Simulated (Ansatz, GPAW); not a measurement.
## Ballistic transport through a B chain with an H atom bridging one bond, cheap and dear

Wanted: the zero-bias transmission of a B chain with an H atom bridging one bond on a ladder of levels, with run times.

Calculated with GPAW 26.7.0 and Ansatz 0.2.0; Ansatz plane waves; Landauer transmission by layers, zero bias, in the first sound run; inputs show where later runs differ.

Report form: the programs' logs are mostly left out.

**1. The structure**

The cell holds 13 atoms: 12 B and 1 H. Cell: a = 9.000 Å, b = 9.000 Å, c = 18.800 Å, α = 90.0°, β = 90.0°, γ = 90.0°. Regions: left lead, 6 atoms (6 B); channel, 1 atom (1 H); right lead, 6 atoms (6 B). Vacuum lies along a and b. The structure is stacked along c, and the current runs across the ab planes.

**2. Plane-wave reference (PBE)**

Plane waves give the reference curve, free of the bias of atom-centred orbitals.

File input.yaml:

```yaml
crystal:
  lattice:
    - [9.0, 0.0, 0.0]
    - [0.0, 9.0, 0.0]
    - [0.0, 0.0, 18.8]
  atoms:
    - { symbol: B, position: [0.5, 0.5, 0.0412234043] }
    - { symbol: B, position: [0.5, 0.5, 0.1236702128] }
    - { symbol: B, position: [0.5, 0.5, 0.2061170213] }
    - { symbol: B, position: [0.5, 0.5, 0.2885638298] }
    - { symbol: B, position: [0.5, 0.5, 0.3710106383] }
    - { symbol: B, position: [0.5, 0.5, 0.4534574468] }
    - { symbol: H, position: [0.560858062, 0.5, 0.5] }
    - { symbol: B, position: [0.5, 0.5, 0.5465425532] }
    - { symbol: B, position: [0.5, 0.5, 0.6289893617] }
    - { symbol: B, position: [0.5, 0.5, 0.7114361702] }
    - { symbol: B, position: [0.5, 0.5, 0.7938829787] }
    - { symbol: B, position: [0.5, 0.5, 0.8763297872] }
    - { symbol: B, position: [0.5, 0.5, 0.9587765957] }
kpoints:
  mp_grid: { grid: [1, 1, 4] }
hamiltonian:
  xc: pbe
scf:
  occupations: { method: fermi_dirac, width: 0.1 }
output:
  transmission:
    leads: [[0, 1]]
    e_range: [-2, 2]
    de: 0.05
    kmesh: [1, 1]
    reduced_basis: true
  write_potential: true
  write_density: true
  volumetric_format: npy
```

Command:

```bash
> ansatz run input.yaml --threads 2 --pin off --max-ram 4096MiB --backend cpu --events-out ev --progress --plain --runs-dir out
```

The job ended after 25 s (2 threads of Intel Xeon Platinum 8488C (Sapphire Rapids), shared host; peak memory 1 GiB; 46 s of CPU time).

This step gave:

* free energy: -1864.7032 eV
* smearing term TS: 0.2071 eV
* symmetry operations: 4
* lead level: 0 eV from the Fermi level
* transmission at the Fermi level (one spin): 1.913
* open channels of the lead at the Fermi level (one spin): 2
* step of the potential along the lead: 19.9 meV
* offset of the lead: 0 Å

One spin. The transmission, zone mean by energy, zero at the Fermi level:

| energy (eV) | transmission, zone mean |
| --- | --- |
| -2.00 | 0 |
| -1.90 | 0 |
| -1.80 | 0 |
| -1.70 | 0 |
| -1.55 | 0 |
| -1.45 | 0 |
| -1.35 | 0 |
| -1.25 | 0 |
| -1.15 | 0 |
| -1.05 | 0 |
| -0.90 | 0.573 |
| -0.80 | 1.12 |
| -0.70 | 1.46 |
| -0.60 | 1.66 |
| -0.50 | 1.78 |
| -0.40 | 1.84 |
| -0.25 | 1.89 |
| -0.15 | 1.90 |
| -0.05 | 1.91 |
| 0.00 | 1.91 |
| 0.05 | 1.92 |
| 0.15 | 1.92 |
| 0.25 | 1.92 |
| 0.40 | 1.93 |
| 0.50 | 1.93 |
| 0.60 | 1.94 |
| 0.70 | 1.94 |
| 0.80 | 1.94 |
| 0.90 | 1.95 |
| 1.05 | 1.96 |
| 1.15 | 1.96 |
| 1.25 | 1.96 |
| 1.35 | 1.97 |
| 1.45 | 1.97 |
| 1.55 | 1.97 |
| 1.70 | 1.98 |
| 1.80 | 1.98 |
| 1.90 | 1.98 |
| 2.00 | 1.98 |

One spin. Table of open channels, zone mean by energy, zero at the Fermi level:

| energy (eV) | open channels, zone mean |
| --- | --- |
| -2.00 | 0 |
| -1.85 | 0 |
| -1.70 | 0 |
| -1.60 | 0 |
| -1.45 | 0 |
| -1.30 | 0 |
| -1.15 | 0 |
| -1.05 | 0 |
| -0.90 | 2 |
| -0.75 | 2 |
| -0.60 | 2 |
| -0.50 | 2 |
| -0.35 | 2 |
| -0.20 | 2 |
| -0.05 | 2 |
| 0.00 | 2 |
| 0.05 | 2 |
| 0.20 | 2 |
| 0.35 | 2 |
| 0.50 | 2 |
| 0.60 | 2 |
| 0.75 | 2 |
| 0.90 | 2 |
| 1.05 | 2 |
| 1.15 | 2 |
| 1.30 | 2 |
| 1.45 | 2 |
| 1.60 | 2 |
| 1.70 | 2 |
| 1.85 | 2 |
| 2.00 | 2 |

Crystal 0, spin -, k parallel (0, 0); distinct values, listed up to 1.5 1/Å. The Im kz of the slowest decaying states by energy, zero at the Fermi level:

```
energy (eV)  decay 1 (Å⁻¹)  decay 2 (Å⁻¹)  decay 3 (Å⁻¹)  decay 4 (Å⁻¹)
    -2.0000          0.299          0.531          0.532           1.36
    -1.7500          0.355          0.462          0.464           1.34
    -1.5000          0.382          0.383          0.400           1.31
    -1.2500          0.278          0.280          0.437           1.29
    -1.0000         0.0954          0.102          0.469           1.26
    -0.7500          0.497           1.23           1.37           1.41
    -0.5000          0.520           1.21           1.34           1.39
    -0.2500          0.541           1.18           1.32           1.37
     0.0000          0.559           1.15           1.29           1.34
     0.2500          0.575           1.12           1.27           1.32
     0.5000          0.589           1.09           1.24           1.29
     0.7500          0.601           1.06           1.22           1.27
     1.0000          0.611           1.03           1.19           1.24
     1.2500          0.620          0.993           1.16           1.21
     1.5000          0.627          0.958           1.13           1.19
     1.7500          0.633          0.922           1.10           1.16
     2.0000          0.637          0.885           1.07           1.13
```

Crystal 0, spin -, k parallel (0, 0). Re kz of states that move upwards against energy, zero at the Fermi level:

```
energy (eV)  channel 1 (Å⁻¹)  channel 2 (Å⁻¹)
     -1.000                -                -
     -0.800            0.211            0.214
     -0.600            0.315            0.317
     -0.400            0.392            0.394
     -0.200            0.457            0.458
      0.000            0.514            0.515
      0.200            0.565            0.566
      0.400            0.611            0.612
      0.600            0.655            0.656
      0.800            0.696            0.697
      1.000            0.734            0.735
      1.200            0.771            0.772
      1.400            0.806            0.807
      1.600            0.840            0.841
      1.800            0.872            0.873
      2.000            0.904            0.904
```

The electrostatic potential energy of an electron (with the applied field's), less the Fermi level, planar mean oscillates, so the rows of the table below give means over windows of 1.54 Å about each position, cut where the curve ends. Its maxima inside the range that stand out by 2 % of the span (Å: eV): 1.6: 5.38, 3.1: 5.39, 4.7: 5.37, 6.2: 5.35, 7.8: 5.35, 9.5: 5.05, 11.0: 5.35, 12.6: 5.35, 14.1: 5.37, 15.7: 5.39, 17.2: 5.38. Its minima: 0.7: 4.59, 2.4: 4.59, 3.8: 4.60, 5.4: 4.56, 7.0: 4.55, 8.5: 4.52, 10.3: 4.52, 11.8: 4.55, 13.4: 4.56, 15.0: 4.60, 16.4: 4.59, 18.1: 4.59.

Electrostatic potential energy of an electron (with the applied field's), less the Fermi level, planar mean against z; means over each step:

```csv
z (Å),"electrostatic potential energy of an electron (with the applied field's), less the Fermi level, planar mean (eV)"
0.77,4.99
2.31,4.99
3.85,4.99
5.39,4.96
6.93,4.94
8.47,4.88
10.01,4.84
11.55,4.94
13.09,4.96
14.63,4.99
16.17,4.99
17.71,4.99
```

The valence density, planar mean by z:

```
z (Å)  valence density, planar mean (e/Å³)
  0.0                               0.0266
  0.5                               0.0229
  1.0                               0.0220
  1.5                               0.0266
  2.0                               0.0237
  2.5                               0.0211
  3.0                               0.0266
  3.5                               0.0246
  4.0                               0.0204
  4.5                               0.0265
  5.0                               0.0254
  5.5                               0.0199
  6.0                               0.0262
  6.5                               0.0257
  7.0                               0.0195
  7.5                               0.0257
  8.0                               0.0270
  8.5                               0.0221
  9.0                               0.0274
  9.5                               0.0322
 10.0                               0.0241
 10.5                               0.0245
 11.0                               0.0268
 11.5                               0.0233
 12.0                               0.0212
 12.5                               0.0265
 13.0                               0.0244
 13.5                               0.0204
 14.0                               0.0266
 14.5                               0.0252
 15.0                               0.0198
 15.5                               0.0263
 16.0                               0.0258
 16.5                               0.0196
 17.0                               0.0261
 17.5                               0.0261
 18.0                               0.0196
 18.5                               0.0258
```

T at the Fermi level is 1.91 of 2 open channels a spin.

**3. GPAW, dzp**

Localised orbitals split the wire into layers that couple to their neighbours alone, which is what the Green's function method needs; double zeta with polarisation is the usual level for numbers.

This step: GPAW LCAO, PAW setups; Landauer transmission from Green's functions with principal layers (ASE), zero bias (GPAW 26.7.0).

File run.py:

```python
import json
import numpy as np
from ase import Atoms
from ase.transport.calculators import TransportCalculator
from gpaw import GPAW, FermiDirac
from gpaw.lcao.tools import get_lcao_hamiltonian
from scipy.linalg import eigh

# The junction with lead layers at both ends, along the third cell vector
device = Atoms(
    ['B', 'B', 'B', 'B', 'B', 'B', 'H', 'B', 'B', 'B', 'B', 'B', 'B'],
    positions=[
        [4.50000, 4.50000, 0.77500],
        [4.50000, 4.50000, 2.32500],
        [4.50000, 4.50000, 3.87500],
        [4.50000, 4.50000, 5.42500],
        [4.50000, 4.50000, 6.97500],
        [4.50000, 4.50000, 8.52500],
        [5.04772, 4.50000, 9.40000],
        [4.50000, 4.50000, 10.27500],
        [4.50000, 4.50000, 11.82500],
        [4.50000, 4.50000, 13.37500],
        [4.50000, 4.50000, 14.92500],
        [4.50000, 4.50000, 16.47500],
        [4.50000, 4.50000, 18.02500]],
    cell=[[9.0, 0.0, 0.0], [0.0, 9.0, 0.0], [0.0, 0.0, 18.8]],
    pbc=True)

# One principal layer of the lead: the first 4 atoms of the device
lead = Atoms(
    ['B', 'B', 'B', 'B'],
    positions=[
        [4.50000, 4.50000, 0.77500],
        [4.50000, 4.50000, 2.32500],
        [4.50000, 4.50000, 3.87500],
        [4.50000, 4.50000, 5.42500]],
    cell=[[9.0, 0.0, 0.0], [0.0, 9.0, 0.0], [0.0, 0.0, 6.2]],
    pbc=True)

settings = dict(mode='lcao', basis='dzp', xc='PBE', h=0.2,
                occupations=FermiDirac(0.1), maxiter=250,
                mixer=dict(beta=0.1, nmaxold=8, weight=100.0),
                convergence=dict(density=0.0001))
energies = np.arange(-2, 2 + 1e-9, 0.05)
eta = 0.0001
n1, n2 = 1, 1
# k and -k transmit alike, so half of the mesh across the current serves
mesh = [(i, j) for i in range(n1) for j in range(n2) if (i, j) <= (-i % n1, -j % n2)]
weights = np.array([1 if (i, j) == (-i % n1, -j % n2) else 2 for i, j in mesh]) / (n1 * n2)

# [... helper functions left out ...]
fermi_lead = ground_state(lead, (1, 1, 18), 'lead.txt')
fermi_device = ground_state(device, (1, 1, 4), 'device.txt')
# [... loop over the mesh left out, but for ...]
        # Shift the lead onto the potential of the device's first layer
        shift = ((H[:, 0, 0] - H0[:, 0, 0]) / S0[0, 0]).real.mean()
# [...]
kT = 8.617333e-5 * 300
bias = [0.1, 0.2, 0.5, 1.0, 1.5, 2.0]
# [... integrals and printing left out ...]
```

Command:

```bash
> OMP_NUM_THREADS=1 OPENBLAS_NUM_THREADS=2 python run.py
```

Run time: 40 s. Hardware: 2 threads; peak memory 0.64 GiB.

Numbers from this step:

```
conductance                                    : 1.913 G₀
largest coupling past the next principal layer : 9.55e-5 eV
largest misfit of the first principal layer    : 0.05282 eV
shift that aligns the lead                     : -0.01528 eV
basis functions of the junction                : 161
basis functions of a principal layer           : 52
```

One spin. Transmission, zone mean against energy, zero at the Fermi level:

```
energy (eV)  transmission, zone mean
      -2.00                  2.1e-12
      -1.90                  2.1e-12
      -1.80                  2.0e-12
      -1.70                  2.0e-12
      -1.55                  2.0e-12
      -1.45                  2.8e-12
      -1.35                  3.1e-10
      -1.25                  5.1e-11
      -1.15                  2.9e-10
      -1.05                   1.6e-7
      -0.90                    0.470
      -0.80                     1.07
      -0.70                     1.43
      -0.60                     1.64
      -0.50                     1.76
      -0.40                     1.83
      -0.25                     1.88
      -0.15                     1.90
      -0.05                     1.91
       0.00                     1.91
       0.05                     1.92
       0.15                     1.92
       0.25                     1.92
       0.40                     1.93
       0.50                     1.93
       0.60                     1.94
       0.70                     1.94
       0.80                     1.94
       0.90                     1.95
       1.05                     1.96
       1.15                     1.96
       1.25                     1.96
       1.35                     1.97
       1.45                     1.97
       1.55                     1.98
       1.70                     1.98
       1.80                     1.98
       1.90                     1.98
       2.00                     1.99
```

Not self-consistent under bias; the bias window is split evenly. The current through one cell, from the zero-bias transmission by bias:

```
bias (V)  current through one cell, from the zero-bias transmission (μA)
   0.100                                                            14.8
   0.200                                                            29.6
   0.500                                                            74.0
   1.000                                                             147
   1.500                                                             214
   2.000                                                             263
```

Table of transmission of the three most open eigenchannels by energy, zero at the Fermi level:

```csv
energy (eV),channel 1,channel 2,channel 3
-2.00,2.2e-12,0,0
-1.85,2.1e-12,0,0
-1.70,2.0e-12,0,0
-1.60,1.9e-12,0,0
-1.45,1.7e-12,1.1e-12,0
-1.30,9.7e-11,1.7e-12,1.3e-12
-1.15,2.0e-10,8.4e-11,1.6e-12
-1.05,1.6e-7,7.0e-10,1.6e-12
-0.90,0.324,0.147,1.5e-12
-0.75,0.765,0.507,1.4e-12
-0.60,0.921,0.719,1.3e-12
-0.50,0.963,0.799,1.3e-12
-0.35,0.988,0.865,1.2e-12
-0.20,0.996,0.897,1.1e-12
-0.05,0.998,0.912,1.1e-12
0.00,0.998,0.915,1.0e-12
0.05,0.998,0.917,1.0e-12
0.20,0.999,0.923,0
0.35,0.999,0.928,0
0.50,0.999,0.933,0
0.60,0.999,0.936,0
0.75,0.999,0.943,0
0.90,0.999,0.950,0
1.05,0.999,0.957,0
1.15,0.999,0.961,0
1.30,0.999,0.968,0
1.45,0.999,0.974,0
1.60,0.999,0.979,0
1.70,0.998,0.982,0
1.85,0.998,0.986,0
2.00,0.997,0.989,0
```

At the Fermi level T is 1.91 against 1.91 in plane waves. Couplings past the next layer reach 9.5e-5 eV, small enough to drop; the matrix elements of the cell's first layer differ from the bulk lead's by up to 0.053 eV. That layer keeps its own values in the calculation, and only beyond it is the lead taken as perfect. The Fermi levels of lead and junction count from different zeros of potential, one for each periodic cell; with both set to zero, the small remaining shift is what aligns them. By hand: G = 1.913 × 77.48 μS = 148 μS, a resistance of 6.75 kΩ; at 0.1 V a linear junction would pass 14.8 μA, and the integral over the bias window gives 14.8 μA.

**4. Single-zeta polarised basis**

One radial function a shell plus polarisation makes the matrices smaller; the question is what that costs.

run.py: that of step 3 with these lines changed.

```diff
@@ -39,3 +39,3 @@
 
-settings = dict(mode='lcao', basis='dzp', xc='PBE', h=0.2,
+settings = dict(mode='lcao', basis='szp(dzp)', xc='PBE', h=0.2,
                 occupations=FermiDirac(0.1), maxiter=250,
```

The job ended after 34 s (2 threads; peak memory 0.63 GiB).

This step gave:

| Quantity | Value |
| --- | --- |
| conductance | 1.894 G₀ |
| largest coupling past the next principal layer | 9.58e-5 eV |
| largest misfit of the first principal layer | 0.06152 eV |
| shift that aligns the lead | -0.01459 eV |
| basis functions of the junction | 112 |
| basis functions of a principal layer | 36 |
| transmission at the Fermi level (one spin) | 1.894 |

One spin. Transmission, zone mean against energy, zero at the Fermi level:

| energy (eV) | transmission, zone mean |
| --- | --- |
| -2.00 | 0 |
| -1.90 | 0 |
| -1.80 | 0 |
| -1.70 | 0 |
| -1.55 | 0 |
| -1.45 | 0 |
| -1.35 | 0 |
| -1.25 | 3.7e-11 |
| -1.15 | 1.2e-11 |
| -1.05 | 4.5e-11 |
| -0.90 | 3.8e-8 |
| -0.80 | 0.210 |
| -0.70 | 0.907 |
| -0.60 | 1.36 |
| -0.50 | 1.62 |
| -0.40 | 1.76 |
| -0.25 | 1.85 |
| -0.15 | 1.88 |
| -0.05 | 1.89 |
| 0.00 | 1.89 |
| 0.05 | 1.90 |
| 0.15 | 1.90 |
| 0.25 | 1.91 |
| 0.40 | 1.92 |
| 0.50 | 1.92 |
| 0.60 | 1.93 |
| 0.70 | 1.93 |
| 0.80 | 1.94 |
| 0.90 | 1.95 |
| 1.05 | 1.96 |
| 1.15 | 1.96 |
| 1.25 | 1.97 |
| 1.35 | 1.97 |
| 1.45 | 1.98 |
| 1.55 | 1.98 |
| 1.70 | 1.99 |
| 1.80 | 1.99 |
| 1.90 | 1.99 |
| 2.00 | 1.99 |

Not self-consistent under bias; the bias window is split evenly. The current through one cell, from the zero-bias transmission by bias:

| bias (V) | current through one cell, from the zero-bias transmission (μA) |
| --- | --- |
| 0.100 | 14.7 |
| 0.200 | 29.3 |
| 0.500 | 73.2 |
| 1.000 | 144 |
| 1.500 | 205 |
| 2.000 | 244 |

The transmission of the three most open eigenchannels by energy, zero at the Fermi level:

| energy (eV) | channel 1 | channel 2 | channel 3 |
| --- | --- | --- | --- |
| -2.00 | 0 | 0 | 0 |
| -1.90 | 0 | 0 | 0 |
| -1.80 | 0 | 0 | 0 |
| -1.70 | 0 | 0 | 0 |
| -1.55 | 0 | 0 | 0 |
| -1.45 | 0 | 0 | 0 |
| -1.35 | 0 | 0 | 0 |
| -1.25 | 3.7e-11 | 0 | 0 |
| -1.15 | 1.1e-11 | 0 | 0 |
| -1.05 | 2.4e-11 | 2.1e-11 | 0 |
| -0.90 | 3.7e-8 | 8.5e-10 | 0 |
| -0.80 | 0.151 | 0.0587 | 0 |
| -0.70 | 0.574 | 0.334 | 0 |
| -0.60 | 0.795 | 0.563 | 0 |
| -0.50 | 0.907 | 0.714 | 0 |
| -0.40 | 0.959 | 0.801 | 0 |
| -0.25 | 0.987 | 0.864 | 0 |
| -0.15 | 0.993 | 0.884 | 0 |
| -0.05 | 0.995 | 0.895 | 0 |
| 0.00 | 0.996 | 0.899 | 0 |
| 0.05 | 0.996 | 0.902 | 0 |
| 0.15 | 0.997 | 0.907 | 0 |
| 0.25 | 0.997 | 0.911 | 0 |
| 0.40 | 0.997 | 0.918 | 0 |
| 0.50 | 0.997 | 0.924 | 0 |
| 0.60 | 0.997 | 0.930 | 0 |
| 0.70 | 0.998 | 0.936 | 0 |
| 0.80 | 0.998 | 0.942 | 0 |
| 0.90 | 0.998 | 0.949 | 0 |
| 1.05 | 0.999 | 0.958 | 0 |
| 1.15 | 0.999 | 0.964 | 0 |
| 1.25 | 0.999 | 0.970 | 0 |
| 1.35 | 0.999 | 0.974 | 0 |
| 1.45 | 0.999 | 0.979 | 0 |
| 1.55 | 0.999 | 0.983 | 0 |
| 1.70 | 0.999 | 0.988 | 0 |
| 1.80 | 0.998 | 0.990 | 0 |
| 1.90 | 0.998 | 0.993 | 0 |
| 2.00 | 0.997 | 0.995 | 0 |

The conductance, 1.89 G₀, lies 1.0 % below that of the dzp run.

**5. Minimal basis**

One function for each valence shell of the setup, as for a first survey of a large system.

run.py: that of step 4 with these lines changed.

```diff
@@ -39,3 +39,3 @@
 
-settings = dict(mode='lcao', basis='szp(dzp)', xc='PBE', h=0.2,
+settings = dict(mode='lcao', basis='sz(dzp)', xc='PBE', h=0.2,
                 occupations=FermiDirac(0.1), maxiter=250,
```

It took 21 s on 2 threads; peak memory 0.58 GiB.

This step gave:

```
conductance                                    : 1.862 G₀
largest coupling past the next principal layer : 9.60e-5 eV
largest misfit of the first principal layer    : 0.07505 eV
shift that aligns the lead                     : -0.01856 eV
basis functions of the junction                : 49
basis functions of a principal layer           : 16
transmission at the Fermi level (one spin)     : 1.862
```

One spin. The transmission, zone mean by energy, zero at the Fermi level:

```
energy (eV)  transmission, zone mean
      -2.00                        0
      -1.85                        0
      -1.70                        0
      -1.60                        0
      -1.45                        0
      -1.30                  4.0e-11
      -1.15                  9.7e-12
      -1.05                  1.0e-10
      -0.90                   5.0e-8
      -0.75                    0.626
      -0.60                     1.29
      -0.50                     1.56
      -0.35                     1.76
      -0.20                     1.83
      -0.05                     1.86
       0.00                     1.86
       0.05                     1.87
       0.20                     1.87
       0.35                     1.88
       0.50                     1.89
       0.60                     1.90
       0.75                     1.92
       0.90                     1.93
       1.05                     1.95
       1.15                     1.95
       1.30                     1.97
       1.45                     1.97
       1.60                     1.98
       1.70                     1.98
       1.85                     1.99
       2.00                     1.99
```

The conductance, 1.86 G₀, lies 2.7 % below that of the dzp run.

[end of part 1 of 2]

[Logs are printed without paths, hosts, clocks, repeated set-up lines and the standing remarks that a program may print on its own settings, such as how far it seeks lower states.]

[Hosts, paths, dates, database ids (printed as entryN), source tags and the programs' standing remarks are cut or masked in the printed files.]
